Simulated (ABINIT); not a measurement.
TiAl:

```
Ti Al
1.0
     3.17906    0.00000    0.00000
     0.00000    3.17906    0.00000
     0.00000    0.00000    3.17906
Ti Al
1 1
Cartesian
  0.0000 0.0000 0.0000
  1.5895 1.5895 1.5895
```

The cell comes from a database or a generator and needn't be the stable form of this composition.

```yaml
Program: ABINIT 10.8.3 (patched build)
Task: relaxation of cell and atoms
Functional: PBEsol
Potentials_or_basis: PseudoDojo NC SR PBEsol v0.4.1 standard
Cutoff: 1143 eV
k_mesh: 6 × 6 × 6
Occupations: fermi-dirac, width 0.05 eV
Spin: no spin polarisation
```

At the start: pressure -2.7 GPa; volume 16.06 Å³/atom.

Question: How do energy, volume and symmetry change on relaxing?

Answer: Over 4 steps the energy falls by 3.1 meV/atom and the volume is 15.69 Å³/atom (-2.3 %); space group Pm-3m (No. 221, to 0.05 Å).

Step by step:
```tsv
step	energy change (eV)	largest force (eV/Å)	pressure (GPa)	volume (Å³)
1	0.0000	0.0000	-2.66	32.13
2	-0.0036	0.0000	-1.76	31.87
3	-0.0063	0.0000	0.05	31.37
4	-0.0063	0.0000	0.00	31.39
```

Final structure:
```
CELL_PARAMETERS angstrom
3.15446 0.00000 0.00000
0.00000 3.15446 0.00000
0.00000 0.00000 3.15446
ATOMIC_POSITIONS crystal
Ti 0.00000 0.00000 0.00000
Al 0.50000 0.50000 0.50000
```
